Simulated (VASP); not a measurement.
## A VASP 6.6.1 single-point calculation on BeS

INCAR

```
ISMEAR = -1
PREC = Accurate
NBANDS = 11
ISPIN = 2
NSW = 0
SIGMA = 0.02
LCHARG = .FALSE.
NELM = 120
ISIF = 2
IBRION = -1
GGA = PE
MAGMOM = 3 -3
ENCUT = 520
LASPH = .TRUE.
EDIFF = 1E-7
LWAVE = .FALSE.
LREAL = .FALSE.
```

KPOINTS

```
KPOINTS created by Atomic Simulation Environment
0
Gamma
10 10 10
0 0 0
```

POSCAR

```
Be S
 1.0000000000000000
     0.0207398099250001    2.3172971969249998    2.3172971969252236
     2.3172971969249998    0.0207398099250001    2.3172971969252236
     2.3380370069000000    2.3380370069000000    0.0000000000504478
 Be  S
   1   1
Cartesian
  0.0000000000000000  0.0000000000000000  0.0000000000000000
  2.3380370068750000  2.3380370068750000  2.3172971969504470
```

The recommended PBE PAW datasets give the neutral cell 8 valence electrons.

Command

```
mpirun -np 1 vasp_std
```

Question: Predict the outcome of this run.

Answer: It converged. Results: pressure -0.4 GPa; magnetic moment of the cell 0.00 μB.

OSZICAR

```
N       E                     dE             d eps       ncg     rms          rms(c)
DAV:   1     0.209910248504E+02    0.20991E+02   -0.39645E+03  7548   0.634E+02
DAV:   2    -0.638023987952E+01   -0.27371E+02   -0.25900E+02  9831   0.113E+02
DAV:   3    -0.748839323488E+01   -0.11082E+01   -0.10997E+01  9548   0.221E+01
DAV:   4    -0.749441839061E+01   -0.60252E-02   -0.60221E-02  9433   0.188E+00
DAV:   5    -0.749445303278E+01   -0.34642E-04   -0.34641E-04  9679   0.138E-01    0.894E+00
DAV:   6    -0.889079488181E+01   -0.13963E+01   -0.49939E+00  8835   0.983E+00    0.454E+00
DAV:   7    -0.889341324298E+01   -0.26184E-02   -0.18137E-01  8676   0.303E+00    0.279E+00
DAV:   8    -0.889565723625E+01   -0.22440E-02   -0.28856E-02  8066   0.153E+00    0.149E+00
DAV:   9    -0.889139812696E+01    0.42591E-02   -0.33062E-03  8694   0.571E-01    0.310E-01
DAV:  10    -0.889147385866E+01   -0.75732E-04   -0.16501E-03  8709   0.302E-01    0.966E-02
DAV:  11    -0.889167321979E+01   -0.19936E-03   -0.17626E-04  8279   0.119E-01    0.450E-02
DAV:  12    -0.889168419170E+01   -0.10972E-04   -0.14372E-05  8447   0.396E-02    0.319E-02
DAV:  13    -0.889167687691E+01    0.73148E-05   -0.31782E-06  8505   0.202E-02    0.162E-02
DAV:  14    -0.889167688706E+01   -0.10154E-07   -0.19492E-06  8952   0.103E-02    0.238E-03
DAV:  15    -0.889167693976E+01   -0.52695E-07   -0.46216E-08  6749   0.212E-03
   1 F= -.88916769E+01 E0= -.88916769E+01  d E =-.275782E-10  mag=    -0.0000
```

For comparison, a separate PBE run of the intended cell, on usual settings and not on those above, gives a gap of 0.92 eV on its mesh and a pressure of -0.4 GPa.
